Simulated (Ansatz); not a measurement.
# Dielectric response of ZnS (110) films, part 6 of 6

Wanted: ε of zincblende ZnS (110) by finite fields on slabs, and the band edges against the vacuum where run.

Ansatz 0.2.0; plane-wave DFT, PBEsol, Ansatz PAW.

So far, gap on the k-mesh (eV): step 2 (relaxing the film, 10 atoms, units 5) 2.39; step 31 (single point, 24 atoms, units 12, field -0.05 V/Å) 2.15; step 33 (relaxing in the field, 24 atoms, units 12, field 0.05 V/Å) 2.17; step 34 (field on, atoms free, 24 atoms, units 12, field -0.05 V/Å) 2.17; step 36 (relaxing the film, 32 atoms, units 16) 2.16.

## Step 37: The series together

Times are for 16 threads of Arm Neoverse V2, shared host. The series side by side:

| no. | units | gap by band count (eV) | ionisation energy, upper face (eV) | electron affinity, upper face (eV) | time | memory (GiB) |
| --- | --- | --- | --- | --- | --- | --- |
| 1 | 5 | 2.387 | 6.097 | 3.710 | 30 s | 2.5 |
| 2 | 6 | 2.347 | 6.113 | 3.766 | 31 s | 3.0 |
| 3 | 8 | 2.278 | 6.109 | 3.831 | 62 s | 4.3 |
| 4 | 9 | 2.254 | 6.107 | 3.853 | 79 s | 5.1 |
| 5 | 12 | 2.202 | 6.106 | 3.904 | 2.1 min | 7.6 |
| 6 | 16 | 2.161 | 6.107 | 3.946 | 4.9 min | 12 |

The valence density, planar mean (5) oscillates, so the rows of the table below give means over windows of 1 Å about each position, cut where the curve ends. Its maxima inside the range that stand out by 2 % of the span (Å: e/Å³): 9.5: 0.922, 10.8: 0.954, 12.8: 0.958, 14.8: 0.954, 16.1: 0.922. Its minima: 10.1: 0.284, 11.8: 0.202, 13.8: 0.202, 15.5: 0.284.

The runs together. Valence density, planar mean against z; means over each step:

| z (Å) | 5 (e/Å³) | 6 (e/Å³) | 8 (e/Å³) | 9 (e/Å³) | 12 (e/Å³) | 16 (e/Å³) |
| --- | --- | --- | --- | --- | --- | --- |
| 5 | 1.1e-5 | 1.1e-5 | 1.0e-5 | 9.6e-6 | 8.3e-6 | 6.8e-6 |
| 6 | 2.3e-4 | 2.3e-4 | 2.0e-4 | 1.9e-4 | 1.7e-4 | 1.3e-4 |
| 7 | 0.00494 | 0.00490 | 0.00432 | 0.00413 | 0.00357 | 0.00290 |
| 8 | 0.0816 | 0.0802 | 0.0743 | 0.0715 | 0.0641 | 0.0550 |
| 9 | 0.443 | 0.425 | 0.405 | 0.395 | 0.360 | 0.322 |
| 10 | 0.479 | 0.498 | 0.508 | 0.513 | 0.535 | 0.559 |
| 11 | 0.643 | 0.638 | 0.645 | 0.649 | 0.654 | 0.653 |
| 12 | 0.274 | 0.266 | 0.263 | 0.259 | 0.256 | 0.255 |
| 13 | 0.622 | 0.630 | 0.635 | 0.637 | 0.642 | 0.644 |
| 14 | 0.291 | 0.335 | 0.310 | 0.304 | 0.291 | 0.278 |
| 15 | 0.623 | 0.563 | 0.593 | 0.598 | 0.614 | 0.631 |
| 16 | 0.612 | 0.331 | 0.352 | 0.352 | 0.325 | 0.299 |
| 17 | 0.238 | 0.591 | 0.545 | 0.544 | 0.573 | 0.602 |
| 18 | 0.0345 | 0.625 | 0.455 | 0.421 | 0.397 | 0.354 |
| 19 | 0.00166 | 0.201 | 0.438 | 0.474 | 0.499 | 0.543 |
| 20 | 7.9e-5 | 0.0263 | 0.467 | 0.520 | 0.473 | 0.430 |
| 21 | 4.0e-6 | 0.00124 | 0.491 | 0.373 | 0.422 | 0.466 |
| 22 | 0 | 5.9e-5 | 0.611 | 0.539 | 0.554 | 0.512 |
| 23 | 0 | 3.0e-6 | 0.149 | 0.454 | 0.343 | 0.384 |
| 24 | 0 | 0 | 0.0143 | 0.578 | 0.602 | 0.584 |
| 25 | 0 | 0 | 6.6e-4 | 0.127 | 0.299 | 0.317 |

## Step 38: The relaxed film, single point, 32 atoms, units 16

The next thickness, treated alike, so that differences show the interior and the faces cancel.

File input.yaml:

```yaml
crystal:
  lattice:
    - [3.82544769, 0.0, 0.0]
    - [0.0, 5.41, 0.0]
    - [0.0, 0.0, 46.6908576466]
  atoms:
    - { symbol: Zn, position: [0.5, 0.5647243232, 0.2075710981] }
    - { symbol: S, position: [0.0, 0.7576904069, 0.1953768887] }
    - { symbol: Zn, position: [0.0, -0.0059329958, 0.2364435135] }
    - { symbol: S, position: [0.5, 0.2413724639, 0.2386594052] }
    - { symbol: Zn, position: [0.5, 0.4966900366, 0.2791506308] }
    - { symbol: S, position: [0.0, 0.7454224386, 0.2780755165] }
    - { symbol: Zn, position: [0.0, -0.0043988407, 0.3185148205] }
    - { symbol: S, position: [0.5, 0.242904717, 0.3190505917] }
    - { symbol: Zn, position: [0.5, 0.4969781641, 0.359221696] }
    - { symbol: S, position: [0.0, 0.7438263882, 0.3589849219] }
    - { symbol: Zn, position: [0.0, -0.0034198866, 0.3992792033] }
    - { symbol: S, position: [0.5, 0.2435226932, 0.3994063379] }
    - { symbol: Zn, position: [0.5, 0.4967180276, 0.4396495509] }
    - { symbol: S, position: [0.0, 0.7436467764, 0.4395748723] }
    - { symbol: Zn, position: [0.0, -0.0033408018, 0.4798407201] }
    - { symbol: S, position: [0.5, 0.243596053, 0.4798951237] }
    - { symbol: Zn, position: [0.5, 0.4966592021, 0.5201592806] }
    - { symbol: S, position: [0.0, 0.7435960543, 0.5201048753] }
    - { symbol: Zn, position: [0.0, -0.0032819684, 0.5603504488] }
    - { symbol: S, position: [0.5, 0.243646778, 0.5604251275] }
    - { symbol: Zn, position: [0.5, 0.4965801151, 0.6007207966] }
    - { symbol: S, position: [0.0, 0.7435226974, 0.6005936613] }
    - { symbol: Zn, position: [0.0, -0.0030218309, 0.6407783042] }
    - { symbol: S, position: [0.5, 0.2438263916, 0.6410150772] }
    - { symbol: Zn, position: [0.5, 0.4956011635, 0.6814851792] }
    - { symbol: S, position: [0.0, 0.7429047224, 0.6809494084] }
    - { symbol: Zn, position: [0.0, -0.0033099617, 0.7208493699] }
    - { symbol: S, position: [0.5, 0.2454224445, 0.7219244831] }
    - { symbol: Zn, position: [0.5, 0.4940670137, 0.7635564878] }
    - { symbol: S, position: [0.0, 0.7413724714, 0.7613405944] }
    - { symbol: Zn, position: [0.0, 0.0647243307, 0.7924289025] }
    - { symbol: S, position: [0.5, 0.2576904125, 0.8046231122] }
kpoints:
  mp_grid: { grid: [8, 6, 1] }
hamiltonian:
  xc: pbesol
scf:
  occupations: { method: fixed }
  convergence: { dr2_threshold: 1.0e-09 }
efield:
  axis: 3
  dipole_correction: true
  ramp_position: 0.97
  ramp_width: 0.06
output:
  eigenvalues: true
  dos: { projected: true, e_range: [-7, 7] }
  write_potential: true
  write_density: true
  volumetric_format: npy
checkpoint:
  write: end16.run
  compress: false
  write_wavefunctions: false
```

Started as:

```sh
$ ansatz run input.yaml --threads 16 --pin off --max-ram 32768MiB --backend cpu --events-out ev --progress --plain --runs-dir out
```

Numbers of over 12 decimals in the logs are rounded to 6 here.

The log of the run:

```text
[...]
Crystal: 32 atoms, lattice volume = 966.299 Å³
Basis set: ecut = 420 eV, 18855 PW (Γ)
Bands: 176, of which v1, the nominal top of the filled ones, is band 144 counted from 1 (143 counted from 0)
Symmetry: 2 space group operations
k-points: 20 of 48 (time reversal used)
[...]
k-point 0: bands = [... 140 lower, 1.5590, 1.5630, 1.5646, 1.5761, 3.7372, 4.0065, 4.3823, 4.7930, ... 28 higher]
  k-point 1: bands = [... 140 lower, 1.3795, 1.3813, 1.4542, 1.4890, 4.3229, 4.4235, 4.6039, 4.8197, ... 28 higher]
  k-point 2: bands = [... 140 lower, 1.0274, 1.0417, 1.1807, 1.1814, 4.9052, 4.9267, 4.9818, 5.0415, ... 28 higher]
  k-point 19: bands = [... 140 lower, 0.7125, 0.7125, 0.8995, 0.8995, 4.9320, 4.9320, 5.1803, 5.1803, ... 28 higher]
[key lines of the parts left out:]
SCF converged after 11 iterations
Free energy (F): -66677.638685 eV
Fermi energy:    1.576085 eV
Dipole field:    D = 0.000000 V/Å  (p = 0.000002 e·Å, saw-weighted, corrected)
Work function:   Φ+ = 6.1067 eV   Φ− = 6.1067 eV
```

Wall time 60 s (16 threads of Arm Neoverse V2, shared host); peak memory 12 GiB.

Running mean over 1.913 Å of the planar mean; the ramp of the sawtooth is left out. The electron's electrostatic potential energy less the highest filled level by z:

z (Å), electron's electrostatic potential energy less the highest filled level (eV) and a bar from the least value:
```
        4       6.11 ##############################
        5       6.11 ##############################
        6       6.10 ##############################
        7       5.99 ##############################
        8       4.11 ########################
        9      -0.62 #########
       10      -3.10 #
       11      -3.09 #
       12      -2.32 ####
       13      -2.31 ####
       14      -2.51 ###
       15      -2.38 ###
       16      -2.45 ###
       17      -2.39 ###
       18      -2.47 ###
       19      -2.41 ###
       20      -2.44 ###
       21      -2.44 ###
       22      -2.42 ###
       23      -2.45 ###
       24      -2.40 ###
       25      -2.47 ###
       26      -2.38 ###
       27      -2.47 ###
       28      -2.37 ###
       29      -2.49 ###
       30      -2.36 ###
       31      -2.46 ###
       32      -2.40 ###
       33      -2.48 ###
       34      -2.29 ####
       35      -2.42 ###
       36      -3.44 
       37      -2.47 ###
       38       0.73 #############
       39       5.13 ###########################
       40       6.06 ##############################
       41       6.10 ##############################
       42       6.11 ##############################
       43       6.11 ##############################
```

The gap is 2.16 eV, with the valence edge 6.11 eV and the conduction edge 3.95 eV under the upper vacuum level.

## Step 39: Atoms held, 32 atoms, units 16, field 0.05 V/Å

Edit input.yaml of step 38 so:

```diff
@@ -44,3 +44,3 @@
   occupations: { method: fixed }
-  convergence: { dr2_threshold: 1.0e-09 }
+  convergence: { dr2_threshold: 1.0e-10 }
 efield:
@@ -50,5 +50,4 @@
   ramp_width: 0.06
+  amplitude: 0.05
 output:
-  eigenvalues: true
-  dos: { projected: true, e_range: [-7, 7] }
   write_potential: true
@@ -56,5 +55 @@
   volumetric_format: npy
-checkpoint:
-  write: end16.run
-  compress: false
-  write_wavefunctions: false
```

The log of the run:

```text
[...]
Crystal: 32 atoms, lattice volume = 966.299 Å³
Basis set: ecut = 420 eV, 18855 PW (Γ)
Bands: 176, of which v1, the nominal top of the filled ones, is band 144 counted from 1 (143 counted from 0)
Symmetry: 2 space group operations
k-points: 20 of 48 (time reversal used)
[...]
k-point 0: bands = [... 140 lower, 1.5446, 1.5561, 1.6084, 1.6500, 3.7229, 4.0105, 4.3839, 4.7910, ... 28 higher]
  k-point 1: bands = [... 140 lower, 1.3741, 1.4425, 1.4735, 1.5288, 4.2860, 4.4401, 4.6104, 4.8208, ... 28 higher]
  k-point 2: bands = [... 140 lower, 1.0731, 1.0857, 1.1016, 1.2792, 4.8598, 4.9080, 4.9871, 5.0447, ... 28 higher]
  k-point 19: bands = [... 140 lower, 0.6720, 0.7820, 0.8140, 0.9935, 4.8728, 4.9652, 5.1787, 5.1934, ... 28 higher]
[key lines of the parts left out:]
SCF converged after 16 iterations
Free energy (F): -66677.642332 eV
Fermi energy:    1.649993 eV
Dipole field:    D = 0.027314 V/Å  (p = 0.145859 e·Å, saw-weighted, corrected)
```

It took 66 s on 16 threads; peak memory 12 GiB.

The dipole is 0.146 e·Å, and the gap on the mesh 2.073 eV.

## Step 40: Single point, 32 atoms, units 16, field -0.05 V/Å

Edit input.yaml of step 39 so:

```diff
@@ -50,3 +50,3 @@
   ramp_width: 0.06
-  amplitude: 0.05
+  amplitude: -0.05
 output:
```

The log of the run:

```text
[...]
Crystal: 32 atoms, lattice volume = 966.299 Å³
Basis set: ecut = 420 eV, 18855 PW (Γ)
Bands: 176, of which v1, the nominal top of the filled ones, is band 144 counted from 1 (143 counted from 0)
Symmetry: 2 space group operations
k-points: 20 of 48 (time reversal used)
[...]
k-point 0: bands = [... 140 lower, 1.5446, 1.5561, 1.6084, 1.6500, 3.7229, 4.0105, 4.3839, 4.7910, ... 28 higher]
  k-point 1: bands = [... 140 lower, 1.3741, 1.4425, 1.4735, 1.5288, 4.2860, 4.4401, 4.6104, 4.8208, ... 28 higher]
  k-point 2: bands = [... 140 lower, 1.0731, 1.0857, 1.1016, 1.2792, 4.8598, 4.9080, 4.9871, 5.0447, ... 28 higher]
  k-point 19: bands = [... 140 lower, 0.6720, 0.7820, 0.8140, 0.9935, 4.8728, 4.9652, 5.1787, 5.1934, ... 28 higher]
[key lines of the parts left out:]
SCF converged after 16 iterations
Free energy (F): -66677.642331 eV
Fermi energy:    1.649997 eV
Dipole field:    D = -0.027313 V/Å  (p = -0.145855 e·Å, saw-weighted, corrected)
```

Elapsed: 67 s, on 16 threads; peak memory 12 GiB.

The dipole is -0.146 e·Å, and the gap on the mesh 2.073 eV.

## Step 41: Response with the atoms held, 32 atoms, units 16

This step: plane-wave DFT, PBEsol, Ansatz PAW; response to a field along the normal, atoms held (Ansatz 0.2.0).

Local field over the applied field, running mean. From the potentials at -0.05 and 0.05 V/Å; running mean over 1.913 Å, taken twice. Local field over applied field against z:

| z (Å) | local field over applied field |
| --- | --- |
| 6 | 0.980 |
| 8 | 0.627 |
| 10 | 0.170 |
| 12 | 0.166 |
| 14 | 0.164 |
| 16 | 0.165 |
| 18 | 0.166 |
| 20 | 0.165 |
| 22 | 0.165 |
| 24 | 0.165 |
| 26 | 0.165 |
| 28 | 0.166 |
| 30 | 0.165 |
| 32 | 0.165 |
| 34 | 0.164 |
| 36 | 0.154 |
| 38 | 0.408 |
| 40 | 0.927 |
| 42 | 0.999 |

The induced dipole is that of a conductor 25.51 Å thick.

## Step 42: Electronic ε from the series

This step: plane-wave DFT, PBEsol, Ansatz PAW; permittivity from the thickness series, atoms held (Ansatz 0.2.0).

Each added layer adds t(1 − 1/ε) to the dipole term, so the slope against thickness gives ε without a choice of where the film ends.

This step gave:

- slope: 0.8345
- intercept of the fit: 1.767 Å
- ε of the interior: 6.042

Table of equivalent conductor thickness by distance between the outer atoms:

| distance between the outer atoms (Å) | equivalent conductor thickness (Å) |
| --- | --- |
| 7.76 | 8.25 |
| 9.65 | 9.82 |
| 13.41 | 13.0 |
| 15.29 | 14.5 |
| 20.93 | 19.2 |
| 28.45 | 25.5 |

By hand, from the thinnest and the thickest film: slope = (25.506 − 8.246) / (28.446 − 7.756) = 0.834, so ε = 1/(1 − 0.834) = 6.03.

## Step 43: Static ε from the series

This step: plane-wave DFT, PBEsol, Ansatz PAW; permittivity from the thickness series, atoms relaxed (Ansatz 0.2.0).

The same fit for the relaxed films. The nearer its slope lies to 1, the more ε hangs on small errors.

Numbers from this step:

| Item | Value |
| --- | --- |
| slope | 0.8876 |
| intercept of the fit | 1.849 Å |
| ε of the interior | 8.895 |

The equivalent conductor thickness by distance between the outer atoms:

| distance between the outer atoms (Å) | equivalent conductor thickness (Å) |
| --- | --- |
| 7.76 | 8.74 |
| 13.41 | 13.7 |
| 20.93 | 20.4 |

By hand, from the thinnest and the thickest film: slope = (20.427 − 8.738) / (20.927 − 7.756) = 0.887, so ε = 1/(1 − 0.887) = 8.89. One nm of such a film has the capacitance of 3.9/8.89 = 0.44 nm of SiO₂ (its equivalent oxide thickness).

## Step 44: The same run with other settings

This step: plane-wave DFT, PBEsol, Ansatz PAW (Ansatz 0.2.0).

System of this step: ZnS (110), 5 units. The cell holds 10 atoms: 5 Zn and 5 S. Its edges and angles: a = 3.825 Å, b = 5.410 Å, c = 25.651 Å, α = 90.0°, β = 90.0°, γ = 90.0°. It derives from ZnS (zincblende ZnS). Vacuum lies along c.

An input spoilt on purpose, to show how the run answers: it repeats the earlier run at 0.05 V/Å, 5 units with efield.ramp_position from 0.97 to 0.475, and scf.max_iter set to 50.

File input.yaml:

```yaml
crystal:
  lattice:
    - [3.82544769, 0.0, 0.0]
    - [0.0, 5.41, 0.0]
    - [0.0, 0.0, 25.6508953724]
  atoms:
    - { symbol: Zn, position: [0.5, 0.5542273655, 0.370550006] }
    - { symbol: S, position: [0.0, 0.7478582587, 0.348807923] }
    - { symbol: Zn, position: [0.0, -0.0180318904, 0.4239911547] }
    - { symbol: S, position: [0.5, 0.2300468826, 0.426897533] }
    - { symbol: Zn, position: [0.5, 0.4854249313, 0.5000000001] }
    - { symbol: S, position: [0.0, 0.7363738482, 0.4999999998] }
    - { symbol: Zn, position: [0.0, -0.0180318915, 0.5760088462] }
    - { symbol: S, position: [0.5, 0.23004688, 0.5731024663] }
    - { symbol: Zn, position: [0.5, 0.5542273612, 0.629449994] }
    - { symbol: S, position: [0.0, 0.7478582544, 0.6511920768] }
kpoints:
  mp_grid: { grid: [8, 6, 1] }
hamiltonian:
  xc: pbesol
scf:
  occupations: { method: fixed }
  convergence: { dr2_threshold: 1.0e-10 }
  max_iter: 50
efield:
  axis: 3
  dipole_correction: true
  ramp_position: 0.475
  ramp_width: 0.06
  amplitude: 0.05
output:
  write_potential: true
  write_density: true
  volumetric_format: npy
```

The log of the run:

```text
Engine: ansatz 0.2.0, aarch64-unknown-linux-gnu
Pseudopotentials: kind: paw
Pseudopotential: Zn, paw, valence charge 12, recommended cutoff 420 eV (normal), Zn.paw.azcp
Pseudopotential: S, paw, valence charge 6, recommended cutoff 420 eV (normal), S.paw.azcp
Functional definition: PBEsol
  exchange = pbesol_x
  correlation = pbesol_c
Crystal: 10 atoms, lattice volume = 530.863 Å³
Basis set: ecut = 420 eV, 10379 PW (Γ)
Bands: 55, of which v1, the nominal top of the filled ones, is band 45 counted from 1 (44 counted from 0)
Symmetry: 2 space group operations
k-points: 20 of 48 (time reversal used)
Non-local potential: Zn, projectors of the file, l = 0: 2, l = 1: 2, l = 2: 3, l = 3: 1
Non-local potential: S, projectors of the file, l = 0: 2, l = 1: 2, l = 2: 2
PAW form: soft (Blöchl's): semilocal exchange-correlation on the pseudo side does not see the compensation charge
PAW frozen core: Zn, regenerated for the run's functional, and the local potential with it (the file was generated under x = pbe(κ = 0.804, μ = 0.219515), c = pbe(β = 0.066725))
PAW frozen core: S, regenerated for the run's functional, and the local potential with it (the file was generated under x = pbe(κ = 0.804, μ = 0.219515), c = pbe(β = 0.066725))
PAW one-centre angular grid: Zn, 590 points (default); XC on 64 Gauss nodes
PAW one-centre angular grid: S, 110 points (default); XC on 64 Gauss nodes
Initial density: superposition of atomic densities (neutral atoms: chi_scale 0, normalization atom, screened)
Initial wavefunctions: pseudopotential atomic-orbital guess
Functional: x = pbesol(κ = 0.804, μ = 0.123457), c = pbesol(β = 0.046)
Error: efield: ion 4 (Zn) at fractional coordinate 0.5000 along the field axis lies inside the sawtooth ramp with 2 of the planes that the density is read on at each end, [0.4639, 0.5461] — the ramp must sit in vacuum (an ion there feels the fictitious reversed slope); set or move the ramp (efield.ramp_position / ramp_width) or move the geometry
```

It took 0.21 s on 16 threads; peak memory 0.73 GiB.

The input was rejected at the start.

The program's message: “Error: efield: ion 4 (Zn) at fractional coordinate 0.5000 along the field axis lies inside the sawtooth ramp with 2 of the planes that the density is read on at each end, [0.4639, 0.5461] — the ramp m …”

The fault put into the input: the ramp among the atoms.

## Step 45: A changed input

An input spoilt on purpose, to show how the run answers: it repeats the earlier run at 0.05 V/Å, 5 units with scf.occupations from occupations to Occupations, and scf.max_iter set to 75.

Edit input.yaml of step 44 so:

```diff
@@ -21,5 +21,5 @@
 scf:
-  occupations: { method: fixed }
+  Occupations: { method: fixed }
   convergence: { dr2_threshold: 1.0e-10 }
-  max_iter: 50
+  max_iter: 75
 efield:
@@ -27,3 +27,3 @@
   dipole_correction: true
-  ramp_position: 0.475
+  ramp_position: 0.97
   ramp_width: 0.06
```

The log of the run:

```text
Error: YAML parse error: error: line 22 column 3: unknown field `Occupations`, expected one of max_iter, algorithm, n_extra_bands, self_checks, convergence, lower_state_search, omitted_lower_state_checks, lower_solution_reach, mixing, occupations, eigensolver, initial_density, exx
  --> <input>:22:3
   |
20 |   xc: pbesol
21 | scf:
22 |   Occupations: { method: fixed }
   |   ^ unknown field `Occupations`, expected one of max_iter, algorithm, n_extra_bands, self_checks, convergence, lower_state_search, omitted_lower_state_checks, lower_solution_reach, mixing, occupations, eigensolver, initial_density, exx
23 |   convergence: { dr2_threshold: 1.0e-10 }
24 |   max_iter: 75
   |
```

Elapsed: 0.02 s, on 16 threads; peak memory 0.021 GiB.

The input was rejected at the start.

The program's message: “Error: YAML parse error: error: line 22 column 3: unknown field `Occupations`, expected one of max_iter, algorithm, n_extra_bands, self_checks, convergence, lower_state_search, omitted_lower_state_che …”

A key was misspelt on purpose.

## Step 46: What came out

| Quantity | Value |
| --- | --- |
| electronic ε from the thickness series | 6.04 |
| static ε from the thickness series | 8.90 |
| local electronic ε, middle of 16 units | 6.05 |

**Reading.** The films give an electronic ε of 6.04 and a static ε of 8.90. The slope of the series and the field inside the thickest film give 6.04 and 6.05, in agreement. Ions raise ε from 6.04 to 8.90. The in-plane lattice constants are held at typed bulk values. Semilocal functionals tend to overestimate the electronic ε a little.

[Logs are printed without paths, hosts, clocks, repeated set-up lines and the standing remarks that a program may print on its own settings, such as how far it seeks lower states.]

[Hosts, paths, dates, database ids (printed as entryN), source tags and the programs' standing remarks are cut or masked in the printed files.]

[Maps of the electrostatic potential energy from Ansatz leave out the sawtooth potential of an applied field or a dipole correction, so their vacuum need not be flat; planar profiles and work functions include it.]
